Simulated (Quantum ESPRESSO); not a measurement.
# MoS2 (P1) in Quantum ESPRESSO: convergence with wavefunction cutoff

Aim: find how far wavefunction cutoff must go before the results for MoS2 settle, at PBE. This setting moves, with any that are tied to it; all else stays.

All numbers are computed with Quantum ESPRESSO 7.5; they aren't measurements. Logs are shortened: lines on timing, memory, paths and dates and some standing lists are left out, and cuts for length are marked.

## (1) The cell of the first run

The typed cell holds 3 atoms: a = 6.383 Å, b = 6.383 Å, c = 6.383 Å, α = 28.76°, β = 28.76°, γ = 28.76°.

The cell isn't the ideal one: atoms moved at random, drawn with an rms of 0.02 Å.

## (2) With wavefunction cutoff 18 Ry

File pw.in:

```
&CONTROL
  calculation = 'scf'
  prefix = 'pwscf'
  outdir = './tmp'
  pseudo_dir = './pseudo'
  tprnfor = .true.
  tstress = .true.
  disk_io = 'nowf'
/
&SYSTEM
  ibrav = 0
  nat = 3
  ntyp = 2
  ecutwfc = 18
  ecutrho = 360
  nbnd = 20
  occupations = 'smearing'
  smearing = 'fd'
  degauss = 0.00999582
/
&ELECTRONS
  conv_thr = 6d-10
  electron_maxstep = 120
  mixing_beta = 0.5
/
ATOMIC_SPECIES
Mo    95.9500 mo_pbe_v1.uspp.F.UPF
S     32.0600 s_pbe_v1.4.uspp.F.UPF
CELL_PARAMETERS angstrom
   1.5855000000    0.9153888518    6.1149966667
  -1.5855000000    0.9153888518    6.1149966667
   0.0000000000   -1.8307777036    6.1149966667
ATOMIC_POSITIONS crystal
Mo    -0.0002890000   -0.0048390000    0.0066930000
S      0.2512320000    0.2471480000    0.2487840000
S      0.7487070000    0.7488640000    0.7504030000
K_POINTS automatic
7 7 7 0 0 0
```

Potentials or basis: GBRV 1.5 PBE.

Command:

```sh
> OMP_NUM_THREADS=1 pw.x -in pw.in > pw.out
```

Run time: 1.8 min. Hardware: 1 thread of Arm Neoverse V1, shared host; peak memory 0.21 GiB.

Results:

- Free energy: -2552.7649 eV
- Pressure: 4.8 GPa
- Largest force: 1.284 eV/Å
- Band gap on the k mesh: none (metal or under the smearing width)

## (3) With wavefunction cutoff 22 Ry

Changes to pw.in since step 2:

```diff
@@ -13,3 +13,3 @@
   ntyp = 2
-  ecutwfc = 18
+  ecutwfc = 22
   ecutrho = 360
```

Potentials or basis: GBRV 1.5 PBE.

Command:

```sh
> OMP_NUM_THREADS=1 pw.x -in pw.in > pw.out
```

Run time: 2.2 min. Hardware: 1 thread of Arm Neoverse V1, shared host; peak memory 0.22 GiB.

Results:

```yaml
Free_energy: -2553.0090 eV
Pressure: 5.7 GPa
Largest_force: 1.262 eV/Å
Band_gap_on_the_k_mesh: none (metal or under the smearing width)
```

## (4) With wavefunction cutoff 27 Ry

Changes to pw.in since step 3:

```diff
@@ -13,3 +13,3 @@
   ntyp = 2
-  ecutwfc = 22
+  ecutwfc = 27
   ecutrho = 360
```

Command:

```sh
> OMP_NUM_THREADS=1 pw.x -in pw.in > pw.out
```

Run time: 2.4 min. Hardware: 1 thread of Arm Neoverse V1, shared host; peak memory 0.23 GiB.

Results:

- Free energy: -2553.2376 eV
- Pressure: 6.1 GPa
- Largest force: 1.256 eV/Å
- Band gap on the k mesh: none (metal or under the smearing width)

## (5) With wavefunction cutoff 31 Ry

Changes to pw.in since step 4:

```diff
@@ -13,3 +13,3 @@
   ntyp = 2
-  ecutwfc = 27
+  ecutwfc = 31
   ecutrho = 360
```

Command:

```sh
> OMP_NUM_THREADS=1 pw.x -in pw.in > pw.out
```

Run time: 3.7 min. Hardware: 1 thread of Arm Neoverse V1, shared host; peak memory 0.24 GiB.

Results:

| Item | Value |
| --- | --- |
| Free energy | -2553.3225 eV |
| Pressure | 7.3 GPa |
| Largest force | 1.249 eV/Å |
| Band gap on the k mesh | none (metal or under the smearing width) |

## (6) With wavefunction cutoff 36 Ry

Changes to pw.in since step 5:

```diff
@@ -13,3 +13,3 @@
   ntyp = 2
-  ecutwfc = 31
+  ecutwfc = 36
   ecutrho = 360
```

Potentials or basis: GBRV 1.5 PBE.

Command:

```sh
> OMP_NUM_THREADS=1 pw.x -in pw.in > pw.out
```

Wall time 4.1 min (1 thread of Arm Neoverse V1, shared host); peak memory 0.25 GiB.

The run converged. Its results:

```
Free energy            : -2553.3415 eV
Pressure               : 7.9 GPa
Largest force          : 1.245 eV/Å
Band gap on the k mesh : none (metal or under the smearing width)
```

## (7) With wavefunction cutoff 40 Ry

Changes to pw.in since step 6:

```diff
@@ -13,3 +13,3 @@
   ntyp = 2
-  ecutwfc = 36
+  ecutwfc = 40
   ecutrho = 360
```

Command:

```sh
> OMP_NUM_THREADS=1 pw.x -in pw.in > pw.out
```

Wall time 5.4 min (1 thread of Arm Neoverse V1, shared host); peak memory 0.27 GiB.

The run converged. Its results:

| Item | Value |
| --- | --- |
| Free energy | -2553.3426 eV |
| Pressure | 7.8 GPa |
| Largest force | 1.245 eV/Å |
| Band gap on the k mesh | none (metal or under the smearing width) |

## (8) With wavefunction cutoff 45 Ry

Changes to pw.in since step 7:

```diff
@@ -13,3 +13,3 @@
   ntyp = 2
-  ecutwfc = 40
+  ecutwfc = 45
   ecutrho = 360
```

Command:

```sh
> OMP_NUM_THREADS=1 pw.x -in pw.in > pw.out
```

Run time: 7.5 min. Hardware: 1 thread of Arm Neoverse V1, shared host; peak memory 0.28 GiB.

Results (log left out):

```yaml
Free_energy: -2553.3495 eV
Pressure: 7.7 GPa
Largest_force: 1.246 eV/Å
Band_gap_on_the_k_mesh: none (metal or under the smearing width)
```

## (9) With wavefunction cutoff 54 Ry

Changes to pw.in since step 8:

```diff
@@ -13,4 +13,4 @@
   ntyp = 2
-  ecutwfc = 45
-  ecutrho = 360
+  ecutwfc = 54
+  ecutrho = 432
   nbnd = 20
```

Potentials or basis: GBRV 1.5 PBE.

Command:

```sh
> OMP_NUM_THREADS=1 pw.x -in pw.in > pw.out
```

It took 7.8 min on 1 thread of Arm Neoverse V1, shared host; peak memory 0.36 GiB.

It converged, with:

- Free energy: -2553.3591 eV
- Pressure: 7.8 GPa
- Largest force: 1.246 eV/Å
- Band gap on the k mesh: none (metal or under the smearing width)

## (10) With wavefunction cutoff 68 Ry

Changes to pw.in since step 9:

```diff
@@ -13,4 +13,4 @@
   ntyp = 2
-  ecutwfc = 54
-  ecutrho = 432
+  ecutwfc = 68
+  ecutrho = 544
   nbnd = 20
```

Potentials or basis: GBRV 1.5 PBE.

Command:

```sh
> OMP_NUM_THREADS=1 pw.x -in pw.in > pw.out
```

pw.out:

```text
This program is part of the open-source Quantum ESPRESSO suite
     for quantum simulation of materials; please cite
         "P. Giannozzi et al., J. Phys.:Condens. Matter 21 395502 (2009);
         "P. Giannozzi et al., J. Phys.:Condens. Matter 29 465901 (2017);
         "P. Giannozzi et al., J. Chem. Phys. 152 154105 (2020);
     in publications or presentations arising from this work. More details at

     G-vector sticks info
     --------------------
     sticks:   dense  smooth     PW     G-vecs:    dense   smooth      PW
     Sum        3033    1507    475                76993    27223    4871

     Using Slab Decomposition

     bravais-lattice index     =            0
     lattice parameter (alat)  =      12.0625  a.u.
     unit-cell volume          =     359.3486 (a.u.)^3
     number of atoms/cell      =            3
     number of atomic types    =            2
     number of electrons       =        26.00
     number of Kohn-Sham states=           20
     kinetic-energy cutoff     =      68.0000  Ry
     charge density cutoff     =     544.0000  Ry
     scf convergence threshold =      6.0E-10
     mixing beta               =       0.5000
     number of iterations used =            8  plain     mixing
     Exchange-correlation=  SLA  PW   PBX  PBC
                           (   1   4   3   4   0   0   0)

     celldm(1)=  12.062454  celldm(2)=   0.000000  celldm(3)=   0.000000
     celldm(4)=   0.000000  celldm(5)=   0.000000  celldm(6)=   0.000000

     crystal axes: (cart. coord. in units of alat)
               a(1) = (   0.248387   0.143406   0.957987 )
               a(2) = (  -0.248387   0.143406   0.957987 )
               a(3) = (   0.000000  -0.286813   0.957987 )

     reciprocal axes: (cart. coord. in units 2 pi/alat)
               b(1) = (  2.012985  1.162197  0.347952 )
               b(2) = ( -2.012985  1.162197  0.347952 )
               b(3) = (  0.000000 -2.324395  0.347952 )

     PseudoPot. # 1 for Mo read from file:
     mo_pbe_v1.uspp.F.UPF
     Pseudo is Ultrasoft + core correction, Zval = 14.0
     Generated by new atomic code, or converted to UPF format
     Using radial grid of  889 points,  6 beta functions with:
                l(1) =   0
                l(2) =   0
                l(3) =   1
                l(4) =   1
                l(5) =   2
                l(6) =   2
     Q(r) pseudized with  6 coefficients,  rinner =    1.000   1.000   1.000
                                                       1.000   1.000

     PseudoPot. # 2 for S  read from file:
     s_pbe_v1.4.uspp.F.UPF
     Pseudo is Ultrasoft + core correction, Zval =  6.0
     Generated by new atomic code, or converted to UPF format
     Using radial grid of  907 points,  6 beta functions with:
                l(1) =   0
                l(2) =   0
                l(3) =   1
                l(4) =   1
                l(5) =   2
                l(6) =   2
     Q(r) pseudized with  8 coefficients,  rinner =    1.300   1.300   1.300
                                                       1.300   1.300

     atomic species   valence    mass     pseudopotential
     Mo               14.00    95.95000     Mo( 1.00)
     S                 6.00    32.06000     S ( 1.00)

     No symmetry found

   Cartesian axes

     site n.     atom                  positions (alat units)
         1        Mo     tau(   1) = (   0.0011302  -0.0026550   0.0014992  )
         2        S      tau(   2) = (   0.0010144   0.0001164   0.7157731  )
         3        S      tau(   3) = (  -0.0000390  -0.0004639   2.1535289  )

     number of k points=   172  Fermi-Dirac smearing, width (Ry)=  0.0100

     Number of k-points >= 100: set verbosity='high' to print them.

     Dense  grid:    76993 G-vectors     FFT dimensions: (  90,  90,  90)

     Smooth grid:    27223 G-vectors     FFT dimensions: (  64,  64,  64)

     Initial potential from superposition of free atoms

     starting charge      25.9989, renormalised to      26.0000
     Starting wfcs are   21 randomized atomic wfcs

     Self-consistent Calculation

     iteration #  1     ecut=    68.00 Ry     beta= 0.50
     Davidson diagonalization with overlap
     ethr =  1.00E-02,  avg # of iterations =  5.0

     Threshold (ethr) on eigenvalues was too large:
     Diagonalizing with lowered threshold

     Davidson diagonalization with overlap
     ethr =  3.28E-04,  avg # of iterations =  3.8

     total energy              =    -187.64562106 Ry
     estimated scf accuracy    <       0.09797228 Ry

     iteration #  2     ecut=    68.00 Ry     beta= 0.50
     Davidson diagonalization with overlap
     ethr =  3.77E-04,  avg # of iterations =  2.6

     total energy              =    -187.64727420 Ry
     estimated scf accuracy    <       0.07605255 Ry

     iteration #  3     ecut=    68.00 Ry     beta= 0.50
     Davidson diagonalization with overlap
     ethr =  2.93E-04,  avg # of iterations =  2.1

     total energy              =    -187.66141151 Ry
     estimated scf accuracy    <       0.05645273 Ry

     iteration #  4     ecut=    68.00 Ry     beta= 0.50
     Davidson diagonalization with overlap
     ethr =  2.17E-04,  avg # of iterations =  1.0

     total energy              =    -187.66840010 Ry
     estimated scf accuracy    <       0.00075884 Ry

     iteration #  5     ecut=    68.00 Ry     beta= 0.50
     Davidson diagonalization with overlap
     c_bands:  1 eigenvalues not converged
     c_bands:  1 eigenvalues not converged
     c_bands:  1 eigenvalues not converged
     c_bands:  1 eigenvalues not converged
     c_bands:  1 eigenvalues not converged
     ethr =  2.92E-06,  avg # of iterations =  6.6

     total energy              =    -187.66850220 Ry
     estimated scf accuracy    <       0.00002732 Ry

     iteration #  6     ecut=    68.00 Ry     beta= 0.50
     Davidson diagonalization with overlap
     ethr =  1.05E-07,  avg # of iterations =  3.9

     total energy              =    -187.66851232 Ry
     estimated scf accuracy    <       0.00001712 Ry

     iteration #  7     ecut=    68.00 Ry     beta= 0.50
     Davidson diagonalization with overlap
     ethr =  6.59E-08,  avg # of iterations =  1.8

     total energy              =    -187.66851607 Ry
     estimated scf accuracy    <       0.00000133 Ry

     iteration #  8     ecut=    68.00 Ry     beta= 0.50
     Davidson diagonalization with overlap
     ethr =  5.12E-09,  avg # of iterations =  2.9

     total energy              =    -187.66851648 Ry
     estimated scf accuracy    <       0.00000005 Ry

     iteration #  9     ecut=    68.00 Ry     beta= 0.50
     Davidson diagonalization with overlap
     ethr =  1.89E-10,  avg # of iterations =  3.3

     total energy              =    -187.66851650 Ry
     estimated scf accuracy    <          7.3E-09 Ry

     iteration # 10     ecut=    68.00 Ry     beta= 0.50
     Davidson diagonalization with overlap
     ethr =  2.80E-11,  avg # of iterations =  2.2

     End of self-consistent calculation

     Number of k-points >= 100: set verbosity='high' to print the bands.

     the Fermi energy is    11.2775 ev

!    total energy              =    -187.66851650 Ry
     estimated scf accuracy    <          2.2E-10 Ry
     smearing contrib. (-TS)   =      -0.00574472 Ry
     internal energy E=F+TS    =    -187.66277178 Ry

     The total energy is F=E-TS. E is the sum of the following terms:
     one-electron contribution =     -86.31765570 Ry
     hartree contribution      =      54.41978450 Ry
     xc contribution           =     -36.35539476 Ry
     ewald contribution        =    -119.40950582 Ry

     convergence has been achieved in  10 iterations

     Forces acting on atoms (cartesian axes, Ry/au):

     atom    1 type  1   force =    -0.00160141    0.00566019   -0.02452434
     atom    2 type  2   force =    -0.00048122   -0.00309602   -0.02381306
     atom    3 type  2   force =     0.00208263   -0.00256417    0.04833740

     Total force =     0.059669     Total SCF correction =     0.000015

     Computing stress (Cartesian axis) and pressure

          total   stress  (Ry/bohr**3)                   (kbar)     P=       78.32
   0.00045423   0.00000893   0.00001999           66.82        1.31        2.94
   0.00000893   0.00045528   0.00000486            1.31       66.97        0.71
   0.00001999   0.00000486   0.00068772            2.94        0.71      101.17

=------------------------------------------------------------------------------=
   JOB DONE.
=------------------------------------------------------------------------------=
```

It took 8.3 min on 1 thread of Arm Neoverse V1, shared host; peak memory 0.5 GiB.

Results:

- Free energy: -2553.3602 eV
- Pressure: 7.8 GPa
- Largest force: 1.246 eV/Å
- Band gap on the k mesh: none (metal or under the smearing width)

## (11) Summary

```
wavefunction cutoff  energy less the tightest run, at zero smearing (meV/atom)  pressure (GPa)  largest force (eV/Å)  SCF cycles  CPU time (s)  peak memory (GiB)
              18 Ry                                                     198.46            4.81                 1.284          10           110               0.21
              22 Ry                                                     117.08            5.71                 1.262          10           130               0.22
              27 Ry                                                      40.89            6.14                 1.256          10           140               0.23
              31 Ry                                                      12.58            7.25                 1.249          10           220               0.24
              36 Ry                                                       6.26            7.85                 1.245          10           250               0.25
              40 Ry                                                       5.87            7.82                 1.245          10           320               0.27
              45 Ry                                                       3.58            7.72                 1.246          10           450               0.28
              54 Ry                                                       0.39            7.82                 1.246          10           470               0.36
              68 Ry                                                       0.00            7.83                 1.246          10           500                0.5
```

Against the tightest run, the energy stays within 1 meV/atom from 54 Ry on; the pressure stays within 0.1 GPa from 54 Ry on; the largest force stays within 0.005 eV/Å from 31 Ry on. The tightest run that finished is the yardstick and may itself not be fully converged.

Caveats: the cell's inner coordinates are idealised or old, which leaves forces on the atoms.
